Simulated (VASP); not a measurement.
A run of VASP 6.6.1 is set up as follows.

The input INCAR:

```
SYSTEM = ZnS
PREC = Accurate ; ENCUT = 520
EDIFF = 1E-6 ; ISMEAR = 0
SIGMA = 0.03 ; LREAL = .FALSE.
LASPH = .TRUE. ; NELM = 80
ALGO = Fast ; ISIF = 2
LWAVE = .FALSE. ; LCHARG = .FALSE.
GGA = PE ; NBANDS = 16
KPAR = 8
```

The input KPOINTS:

```
regular mesh
0
G
  8 8 8
  0 0 0
```

Contents of POSCAR:

```
ZnS                                     
1.0
    0.0000000000      2.6803314386      2.6803314386
    2.6803314386      0.0000000000      2.6803314386
    2.6803314386      2.6803314386      0.0000000000
  Zn              S             
     1     1
Direct
     0.2500000000000000    0.2500000000000000    0.2500000000000000
     0.0000000000000000    0.0000000000000000    0.0000000000000000
```

The input KPOINTS_OPT:

```
explicit points
6
Reciprocal
 0.0000000000  0.0000000000  0.0000000000 1
 0.3750000000  0.3750000000  0.7500000000 1
 0.5000000000  0.5000000000  0.5000000000 1
 0.6250000000  0.2500000000  0.6250000000 1
 0.5000000000  0.2500000000  0.7500000000 1
 0.5000000000  0.0000000000  0.5000000000 1
```

Potentials or basis: VASP PAW PBE potentials, release 64 (Zn, S).

Command:

```console
$ cat potpaw_PBE.64/Zn/POTCAR potpaw_PBE.64/S/POTCAR > POTCAR
$ mpirun -np 8 vasp_std > vasp.out
```

Question: Predict the band gap along the path.

Answer: 2.22 eV, direct.

Question: Estimate the band gap on the k mesh.

Answer: 2.22 eV, direct.

Question: What does it give for the pressure?

Answer: 3.8 GPa.

**What was measured.**

“Electronic, vibrational, and thermodynamic properties of ZnS (zincblende and rocksalt structure)”, 2009, arxiv:0911.5022 quotes, for a bulk crystal of ZnS at 19 K: band gap 3.85 eV (direct).

A measured gap of ZnS is 3.85 eV (direct; 19 K; quoted in “Electronic, vibrational, and thermodynamic properties of ZnS (zincblende and rocksalt structure)”, 2009, arxiv:0911.5022); the calculated 2.22 eV misses it by -1.63 eV. The value is that of PBE, without temperature or zero-point motion. Semilocal functionals fall short of measured gaps as a rule.
